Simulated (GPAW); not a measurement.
Cu, 2 atoms in the cell. The cell holds a slab with vacuum, 2 atoms: a = 2.531 Å, b = 2.531 Å, c = 17.065 Å, α = 90.00°, β = 90.00°, γ = 120.00°. The slab is cut from a database's or a generator's crystal, which needn't be the stable form of the element. The cell isn't the ideal one: the (0 0 1) slab of Cu, cut from the database cell, not relaxed.

| Item | Value |
| --- | --- |
| Program | GPAW 26.7.0 |
| Task | relaxation of the atoms |
| Functional | PBE |
| Potentials or basis | GPAW PAW data sets (gpaw-data 1.2.1) |
| Cutoff | 450 eV |
| Basis | pw |
| k mesh | 12 × 12 × 1 |
| Occupations | fermi-dirac, width 0.05 eV |
| Spin | no spin polarisation |
| Maxiter | 150 |
| Dipole layer | yes |
| Optimizer | BFGS |
| Fmax | 0.02 eV/Å |
| Max steps | 60 |

Potentials or basis: GPAW PAW data sets (gpaw-data 1.2.1), pw.

The run is started by

```sh
$ OMP_NUM_THREADS=1 python run.py
```

Hardware: 1 thread of Arm Neoverse V2, on a shared host.

Estimate the wall time of this run.

Wall time 54 s on 1 thread of Arm Neoverse V2, on a shared host, peak memory 0.16 GiB. Counts: scf iterations 46, plane waves 2129, bands 23, k points 19, ion steps 4.
